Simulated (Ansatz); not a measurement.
# W2NS2 MXene bilayer (AA) in a perpendicular field, part 3 of 3

What dipole does a perpendicular field induce in the W2NS2 MXene bilayer (AA)? A positive field points along +c.

Ansatz 0.2.0; plane-wave DFT, LDA, Ansatz PAW.

So far. Step 7 (Single point, field -0.3 V/Å): The dipole is -0.219 e·Å.

### Step 8. Response, atoms held

This step: plane-wave DFT, LDA, Ansatz PAW; response to a field along the normal, atoms held (Ansatz 0.2.0).

The dipoles give the slope, and the difference of two potentials shows where the field is screened.

Numbers from this step:

| Property | Result |
| --- | --- |
| equivalent conductor thickness p/(ε₀AE) | 17.32 Å |
| distance between the outer atoms | 15.17 Å |

Dipole of the cell against applied field:

| applied field (V/Å) | dipole of the cell (e·Å) |
| --- | --- |
| -0.300 | -0.219 |
| -0.100 | -0.0729 |
| 0.000 | -6.7e-7 |
| 0.100 | 0.0729 |
| 0.500 | 0.365 |

Local field over the applied field, running mean. From the potentials at -0.1 and 0.1 V/Å; running mean over 2.5 Å. The local field over applied field by z:

```
z (Å)  local field over applied field
    5                           0.996
    6                           0.966
    7                           0.802
    8                           0.467
    9                           0.151
   10                          0.0299
   11                          0.0151
   12                        -0.00127
   13                         0.00143
   14                          8.6e-4
   15                         -7.1e-5
   16                        -0.00192
   17                        -0.00191
   18                         -4.8e-4
   19                          6.5e-4
   20                         0.00158
   21                        -0.00135
   22                          0.0143
   23                          0.0220
   24                           0.118
   25                           0.404
   26                           0.751
   27                           0.952
   28                           0.994
```

The induced electron density oscillates, so the rows of the table below give means over windows of 1 Å about each position, cut where the curve ends. Its maxima inside the range that stand out by 2 % of the span (Å: e/Å³ per V/Å): 8.0: 0.00355, 9.1: 0.00129, 10.6: 0.00104, 11.8: 4.9e-5, 14.4: 7.3e-5, 19.5: 1.0e-4, 22.0: 2.4e-4, 23.3: 9.2e-4, 24.3: -9.8e-4. Its minima: 8.8: 9.8e-4, 9.9: -9.2e-4, 11.2: -2.4e-4, 13.7: -1.0e-4, 18.9: -7.3e-5, 21.4: -4.9e-5, 22.6: -0.00104, 24.0: -0.00129, 25.2: -0.00355.

Electrons, planar mean, per unit field. The induced electron density by z; means over each step:

z (Å), induced electron density (e/Å³ per V/Å) and a bar from the least value:
```
        5    0.00002 ###############
        6    0.00018 ###############
        7    0.00128 #####################
        8    0.00301 ##############################
        9    0.00109 ####################
       10   -0.00033 #############
       11    0.00028 ################
       12    0.00000 ##############
       13    0.00000 ##############
       14   -0.00001 ##############
       15    0.00003 ###############
       16   -0.00001 ##############
       17    0.00001 ##############
       18   -0.00001 ##############
       19   -0.00002 ##############
       20    0.00002 ###############
       21   -0.00001 ##############
       22   -0.00012 ##############
       23    0.00016 ###############
       24   -0.00082 ##########
       25   -0.00279 
       26   -0.00165 ######
       27   -0.00027 #############
       28   -0.00003 ##############
```

By hand: between -0.1 and 0.1 V/Å the dipole changes by 0.1458 e·Å, a slope of 0.7291 e·Å²/V. A perfect conductor of thickness t has p = ε₀AEt, so t = 180.95 × 0.7291 / 7.617 = 17.32 Å (e/ε₀ = 180.95 V·Å, A in Å²).

The induced dipole is that of a conductor 17.32 Å thick.

### Step 9. A changed input: efield.amplitude = 0.3

This step: plane-wave DFT, LDA, Ansatz PAW (Ansatz 0.2.0).

A run with a changed input: it repeats the earlier run at 0.1 V/Å with efield.amplitude from 0.1 to 0.3.

The input, input.yaml:

```yaml
crystal:
  lattice:
    - [2.9657850575, 0.0, 0.0]
    - [-1.4828925288, 2.568445202, 0.0]
    - [0.0, 0.0, 33.1712532684]
  atoms:
    - { symbol: S, position: [0.3333333333, 0.6666666667, 0.2713192633] }
    - { symbol: W, position: [0.6666666667, 0.3333333333, 0.320889576] }
    - { symbol: "N", position: [0.0, 0.0, 0.3628802533] }
    - { symbol: W, position: [0.3333333333, 0.6666666667, 0.4045590002] }
    - { symbol: S, position: [0.6666666667, 0.3333333333, 0.4541979106] }
    - { symbol: S, position: [0.3333333333, 0.6666666667, 0.5458020894] }
    - { symbol: W, position: [0.6666666667, 0.3333333333, 0.5954409998] }
    - { symbol: "N", position: [0.0, 0.0, 0.6371197467] }
    - { symbol: W, position: [0.3333333333, 0.6666666667, 0.679110424] }
    - { symbol: S, position: [0.6666666667, 0.3333333333, 0.7286807367] }
kpoints:
  mp_grid: { grid: [18, 18, 1] }
  band_path:
    path: [[0, 0, 0], [0.5, 0, 0], [0.33333333, 0.33333333, 0], [0, 0, 0]]
    npoints: 16
hamiltonian:
  xc: lda
scf:
  occupations: { method: fermi_dirac, width: 0.02585 }
  convergence: { dr2_threshold: 1.0e-10 }
efield:
  axis: 3
  dipole_correction: true
  ramp_position: 0.97
  ramp_width: 0.06
  amplitude: 0.3
output:
  write_potential: true
  write_density: true
  volumetric_format: npy
```

On the command line:

```bash
> ansatz run input.yaml --threads 4 --pin off --max-ram 6144MiB --backend cpu --events-out ev --progress --plain --runs-dir out
```

Numbers of over 12 decimals in the logs are rounded to 6 here.

Log:

```text
[...]
Crystal: 10 atoms, lattice volume = 252.681 Å³
Basis set: ecut = 420 eV, 4839 PW (Γ)
Bands: 55, of which v1, the nominal top of the filled ones, is band 45 counted from 1 (44 counted from 0)
Symmetry: 6 space group operations
k-points: 37 of 324 (time reversal used)
[...]
SCF iter   1: F=—  HF=-44752.656077 eV  |F-HF|=—  |Δ(HF+E_count)|=         —  Δρ=6.63e-2  dr2=1.44e1  ethr=3.10e-3  p=0.222 e·Å  D=1.59e-1 V/Å  ΔV_dip=-5.27 eV  dr2_dipole=2.50e-3  V_vac-E_F(+/−)=8.63/4.74 eV  ⟨swp⟩=9.5  Hψ=10693  notcnv=0  defer=3
[...]
SCF iter  12: F=-44748.960632 eV  HF=-44748.960632 eV  |F-HF|=6.55e-11  |Δ(HF+E_count)|=  5.09e-11  Δρ=3.78e-8  dr2=7.94e-12  ethr=1.00e-12  p=0.219 e·Å  D=1.57e-1 V/Å  ΔV_dip=-5.20 eV  dr2_dipole=9.40e-16  V_vac-E_F(+/−)=7.14/3.18 eV  ⟨swp⟩=13.5  Hψ=7008  notcnv=0
SCF 1 converged in 12 iterations: F = -44748.960632 eV  dr2 = 7.94e-12
[...]
SCF converged after 12 iterations
Free energy (F): -44748.960632 eV
[...]
Internal energy: -44748.947261 eV  (E = F + TS)
E sigma→0 (E₀):  -44748.953947 eV
Entropy (-TS):   -0.013371 eV (-1.337 meV/atom)
Fermi energy:    6.205263 eV
Dipole field:    D = 0.156674 V/Å  (p = 0.218779 e·Å, saw-weighted, corrected)
Work function:   not extracted (applied field tilts the vacuum); planar V_es + V_field profile in the machine report
[...]
--- Band table (eV; the first three rows and the last of 37) ---
  k-point 0: bands = [... 41 lower, 5.4718, 5.5743, 5.5743, 5.5873, 5.5873, 5.6173, 5.8704, 6.4015, ... 6 higher]
  k-point 1: bands = [... 41 lower, 4.9641, 5.7221, 5.8997, 6.0136, 6.0385, 6.1304, 6.1469, 6.2619, ... 6 higher]
  k-point 2: bands = [... 41 lower, 4.5862, 5.5717, 5.6846, 5.9471, 6.0687, 6.1948, 6.2196, 6.6144, ... 6 higher]
  k-point 36: bands = [... 41 lower, 6.0700, 6.4818, 6.4893, 6.5396, 6.5499, 6.9616, 7.2686, 7.9587, ... 6 higher]
```

Wall time 21 s (4 threads of Intel Xeon Platinum 8488C (Sapphire Rapids), shared host); peak memory 0.95 GiB.

Numbers from this step:

| Quantity | Value |
| --- | --- |
| dipole along the normal | 0.2188 e·Å |

The electronic bands at the labelled points (eV, zero at the Fermi level):

```csv
point,band 41,band 42,band 43,band 44,band 45,band 46,band 47,band 48
Γ,-0.73,-0.73,-0.63,-0.63,-0.62,-0.62,-0.59,-0.33
halfway,-2.00,-1.96,-1.32,-1.10,-0.12,0.05,0.28,0.29
M,-1.94,-1.92,-1.88,-1.85,2.28,2.42,2.69,2.69
halfway,-1.74,-1.64,-0.56,-0.53,1.28,1.32,1.75,1.92
K,-0.31,-0.14,0.28,0.28,0.33,0.34,0.76,1.06
halfway,-1.56,-1.31,-1.28,-1.02,-0.23,-0.11,0.50,0.53
Γ,-0.73,-0.73,-0.63,-0.63,-0.62,-0.62,-0.59,-0.33
```

| quantity | this run | earlier run | difference |
| --- | --- | --- | --- |
| dipole along the normal (e·Å) | 0.2188 | 0.07291 | 0.15 |

The applied field differs, and the slope found earlier predicts a dipole of 0.219 e·Å; this run gives 0.219 e·Å, in line with it.

### Step 10. A changed input

An input spoilt on purpose, to show how the run answers: it repeats the earlier run at 0.1 V/Å with efield.ramp_position from 0.97 to 0.475, and scf.max_iter set to 60.

input.yaml: that of step 9 with these lines changed.

```diff
@@ -26,2 +26,3 @@
   convergence: { dr2_threshold: 1.0e-10 }
+  max_iter: 60
 efield:
@@ -29,5 +30,5 @@
   dipole_correction: true
-  ramp_position: 0.97
+  ramp_position: 0.475
   ramp_width: 0.06
-  amplitude: 0.3
+  amplitude: 0.1
 output:
```

Log:

```text
[...]
Crystal: 10 atoms, lattice volume = 252.681 Å³
Basis set: ecut = 420 eV, 4839 PW (Γ)
Bands: 55, of which v1, the nominal top of the filled ones, is band 45 counted from 1 (44 counted from 0)
Symmetry: 6 space group operations
k-points: 37 of 324 (time reversal used)
[...]
SCF iter   1: F=—  HF=-44751.147630 eV  |F-HF|=—  |Δ(HF+E_count)|=         —  Δρ=6.63e-2  dr2=1.44e1  ethr=3.10e-3  p=-0.458 e·Å  D=-3.28e-1 V/Å  ΔV_dip=10.89 eV  dr2_dipole=4.84e-3  V_vac-E_F(+/−)=-8.66/-10.19 eV  ⟨swp⟩=9.5  Hψ=10919  notcnv=0  defer=1
[...]
SCF iter  13: F=-44747.452528 eV  HF=-44747.452528 eV  |F-HF|=2.18e-11  |Δ(HF+E_count)|=  8.73e-11  Δρ=4.55e-8  dr2=7.00e-12  ethr=1.00e-12  p=-0.437 e·Å  D=-3.13e-1 V/Å  ΔV_dip=10.38 eV  dr2_dipole=8.36e-13  V_vac-E_F(+/−)=-8.86/-10.02 eV  ⟨swp⟩=13.1  Hψ=6728  notcnv=0
WARN: efield: at this solve's end the planar-averaged density reaches 5.67e-1 e/Å³ inside the ramp window [0.4449, 0.5651] (bound 1e-5 e/Å³); the window's nearer edge stands 0.00 Å from this solve's nearest atom along the axis. Its free energy, forces, stress, dipole, levels and responses can be off, and this figure does not tell by how much. The cell may have no vacuum along `efield.axis`. A short vacuum, a low `basis.ecutwfc` or `basis.ecutrho_ratio` and negative occupations (`scf.occupations.method`) can put density there. See the manual's quickstart, § The vacuum guard
SCF 1 converged in 13 iterations: F = -44747.452528 eV  dr2 = 7.00e-12
[...]
SCF converged after 13 iterations
Free energy (F): -44747.452528 eV
[...]
Internal energy: -44747.439823 eV  (E = F + TS)
E sigma→0 (E₀):  -44747.446175 eV
Entropy (-TS):   -0.012706 eV (-1.271 meV/atom)
Fermi energy:    6.214636 eV
Dipole field:    D = -0.312828 V/Å  (p = -0.436833 e·Å, saw-weighted, corrected)
Work function:   not extracted (applied field tilts the vacuum); planar V_es + V_field profile in the machine report
[...]
Vacuum region:   at the solve's end the planar-averaged density reaches 5.67e-1 e/Å³ inside the ramp window [0.4449, 0.5651] (bound 1e-5 e/Å³)
[...]
--- Band table (eV; the first three rows and the last of 37) ---
  k-point 0: bands = [... 41 lower, 5.4672, 5.5072, 5.5072, 5.5959, 5.6666, 5.6666, 5.9096, 6.2969, ... 6 higher]
  k-point 1: bands = [... 41 lower, 5.0235, 5.6969, 5.8301, 5.9747, 5.9858, 6.0978, 6.2002, 6.2013, ... 6 higher]
  k-point 2: bands = [... 41 lower, 4.6693, 5.4941, 5.7255, 5.8981, 6.0698, 6.1067, 6.2893, 6.5512, ... 6 higher]
  k-point 36: bands = [... 41 lower, 6.1146, 6.4176, 6.4958, 6.5242, 6.6455, 6.8959, 7.3530, 7.8376, ... 6 higher]
```

The job ended after 22 s (4 threads; peak memory 0.95 GiB).

```csv
quantity,this run,earlier run,difference
dipole along the normal (e·Å),-0.4368,0.07291,-0.51
```

It moves by -0.51 e·Å.

With the ramp this near the atoms the program warns of density in it; these numbers are not the system's.

### Step 11. Outcome

```yaml
gap_without_field: none
work_function_upper_face: 5.25 eV
equivalent_conductor_thickness_atoms_held: 17.3 Å
```

In words: The induced dipole equals that of a perfect conductor 17.32 Å thick, while the outer atoms lie 15.17 Å apart. There is no gap over 0.03 eV, with or without the field. The first relaxation ran with spin and lost its moment, and the later runs have none; other magnetic states were not tried. Spin-orbit coupling is left out, which matters for the bands of elements this heavy. The MXene's terminations sit over the metal atoms of its far layer; the site over carbon or nitrogen, which some compounds prefer, was not run.

[Logs are printed without paths, hosts, clocks, repeated set-up lines and the standing remarks that a program may print on its own settings, such as how far it seeks lower states.]

[Hosts, paths, dates, database ids (printed as entryN), source tags and the programs' standing remarks are cut or masked in the printed files.]

[Maps of the electrostatic potential energy from Ansatz leave out the sawtooth potential of an applied field or a dipole correction, so their vacuum need not be flat; planar profiles and work functions include it.]
